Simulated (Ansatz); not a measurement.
# Rh (hcp type): the cost of one run

Program: Ansatz 0.2.0. Level of theory: DFT PBE, with the methods named in each step. These are calculated values, not measurements.

This is Rh in the hcp structure; at room conditions it is fcc.

**1. The starting structure**

Symmetry: P6_3/mmc, No. 194, hexagonal system. Conventional cell: a = 2.726 Å, b = 2.726 Å, c = 4.391 Å, α = 90.00°, β = 90.00°, γ = 120.00°. Around Rh (site symmetry -6m2) lie 12 Rh at 2.70 to 2.73 Å.

Coordinates:

```cif
data_structure
_symmetry_space_group_name_H-M 'P 1'
_symmetry_Int_Tables_number 1
_cell_length_a 2.7256
_cell_length_b 2.7256
_cell_length_c 4.3908
_cell_angle_alpha 90.000
_cell_angle_beta 90.000
_cell_angle_gamma 120.000
_cell_volume 28.25
loop_
_atom_site_label
_atom_site_type_symbol
_atom_site_fract_x
_atom_site_fract_y
_atom_site_fract_z
_atom_site_occupancy
Rh1 Rh 0.33333 0.66667 0.25000 1
Rh2 Rh 0.66667 0.33333 0.75000 1
```

Whether this phase is the stable one at these pressures isn't tested.

Atoms are numbered in the order of the input: Rh1, Rh2.

**2. The reference volume, LAPW**

input.yaml reads:

```yaml
crystal:
  lattice:
    - [2.72557317, 0.0, 0.0]
    - [-1.362786585, 2.3604156051, 0.0]
    - [0.0, 0.0, 4.3908388262]
  atoms:
    - { symbol: Rh, position: [0.3333333333, 0.6666666667, 0.25] }
    - { symbol: Rh, position: [0.6666666667, 0.3333333333, 0.75] }
kpoints:
  mp_grid: { grid: [18, 18, 10] }
  band_path:
    path:
      - [0.0, 0.0, 0.0]
      - [0.5, 0.0, 0.0]
      - [0.3333333333, 0.3333333333, 0.0]
      - [0.0, 0.0, 0.0]
      - [0.0, 0.0, 0.5]
      - [0.5, 0.0, 0.5]
      - [0.3333333333, 0.3333333333, 0.5]
      - [0.0, 0.0, 0.5]
      - [0.5, 0.0, 0.5]
    npoints: 14
scf:
  occupations: { method: fermi_dirac, width: 0.1 }
hamiltonian:
  xc: pbe
  pseudopotentials: { kind: all_electron, lapw: { basis_error: 0.001 } }
output:
  forces: true
  stress: true
  eigenvalues: true
  populations: true
  dos: { projected: true, de: 0.2, e_range: [-14, 8] }
```

Command:

```
> ansatz run input.yaml --threads 1 --pin off --max-ram 2048MiB --backend cpu --events-out ev --progress --plain --runs-dir out
```

**Question.** How long does this run take on 1 thread of Arm Neoverse V1, shared host, and how much memory does it need?

About 89 s, with a peak of 0.7 GiB.
